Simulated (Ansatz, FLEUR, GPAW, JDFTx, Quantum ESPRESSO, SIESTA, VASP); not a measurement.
## One calculation of GaSb, 7 ways

```
CELL_PARAMETERS angstrom
0.00000 3.05900 3.05900
3.05900 0.00000 3.05900
3.05900 3.05900 0.00000
ATOMIC_POSITIONS crystal
Sb 0.75000 0.75000 0.75000
Ga 0.00000 0.00000 0.00000
```

Alike in all runs: task equation of state; functional PBEsol; k mesh 8 × 8 × 8; occupations fermi-dirac, width 0.05 eV; no spin polarisation; no spin-orbit coupling.

```tsv
program and potentials	plane-wave cutoff (eV)	notes	equilibrium volume (Å³/atom)	bulk modulus (GPa)
GPAW, PAW data sets generated for this functional	600	-	28.56	52.0
FLEUR, all-electron, FLAPW	-	-	28.54	51.0
Quantum ESPRESSO, GBRV 1.5 PBEsol	762	-	28.56	51.0
SIESTA, files PseudoDojo sr-pbesol-0.4.1-standard, DZP (energy shift 0.003 Ry; two zetas on semicore shells)	-	atomic basis	28.62	49.7
VASP, PBE PAW files Ga_d, Sb, 520 eV	520	potentials made for PBE	28.59	51.0
Ansatz, all-electron LAPW, scalar-relativistic	-	-	28.54	51.0
JDFTx, PseudoDojo-SR-PBEsol-0.4.1-standard with smoothed tails	1088	-	?	?
```

Problem. Estimate from the other rows what the run with JDFTx, PseudoDojo-SR-PBEsol-0.4.1-standard with smoothed tails gave.

Solution. Equilibrium volume 28.58 Å³/atom; bulk modulus 51.0 GPa. The other rows, which needn't bracket it: equilibrium volume 28.54 to 28.62; bulk modulus 49.7 to 52.0.
